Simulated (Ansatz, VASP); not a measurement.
**Mo: VASP beside Ansatz**

```
CELL_PARAMETERS angstrom
1.50322 0.86788 2.07196
-1.50322 0.86788 2.07196
0.00000 -1.73577 2.07196
ATOMIC_POSITIONS crystal
Mo 0.50000 0.50000 0.50000
```

Alike in both runs: functional PBE; k mesh 18 × 18 × 18; occupations gaussian, width 0.1 eV; no spin polarisation.

Ansatz relaxed the structure, and its values are those at the end. VASP's run is a single point on that final structure, the one shown.

```csv
,VASP,Ansatz
version,VASP 6.6.1,Ansatz 0.2.0
potentials or method,"VASP PAW PBE potentials, release 64 (Mo_sv)","scalar-relativistic, plane waves, PAW"
plane-wave cutoff (eV),520,420
valence electrons in the cell,14,14
```

```tsv
	VASP	Ansatz	Ansatz less VASP
gap on the k mesh at the Fermi level (eV)	none	none	-
pressure (GPa)	0.4	0.0	-0.46
```

A gap of «none» marks a metal or a gap that the smearing closes. With one functional, cell and mesh, what is left measures potentials, basis and numerics.
